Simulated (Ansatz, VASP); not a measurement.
## One calculation of FeCo3, two programs

```
Fe Co
1.0
     3.50212    0.00000    0.00000
     0.00000    3.50212    0.00000
     0.00000    0.00000    3.50212
Fe Co
1 3
Direct
  0.00000 0.00000 0.00000
  0.50000 0.50000 0.00000
  0.50000 0.00000 0.50000
  0.00000 0.50000 0.50000
```

Alike in both runs: functional PBEsol; k mesh 4 × 4 × 4; occupations gaussian, width 0.1 eV; collinear spin.

Ansatz relaxed the structure, and its values are those at the end. VASP's run is a single point on that final structure, the one shown.

```csv
,VASP,Ansatz
version,VASP 6.6.1,Ansatz 0.2.0
potentials or method,"VASP PAW PBE potentials, release 64 (Fe, Co)","scalar-relativistic, plane waves, PAW"
plane-wave cutoff (eV),520,420
valence electrons in the cell,35,67
```

VASP gave:

```
gap on the k mesh at the Fermi level (eV)                     : none
pressure (GPa)                                                : -0.6
net moment per atom (μB)                                      : 1.96
size of the moment on the site where the two differ most (μB) : 1.72
```

Which values does Ansatz return?

gap on the k mesh at the Fermi level (eV): none; pressure (GPa): 0.0; net moment per atom (μB): 1.96; size of the moment on the site where the two differ most (μB): 1.77.

Site moments also hang on the region over which each program counts them. A gap of «none» marks a metal or a gap that the smearing closes. The two sets of potentials don't hold the same shells in valence.

Caveats: the k mesh is coarse (spacing up to 0.45 Å⁻¹), so the values aren't converged; the PAW data sets were made with another functional, which shifts forces and pressure a little (VASP).
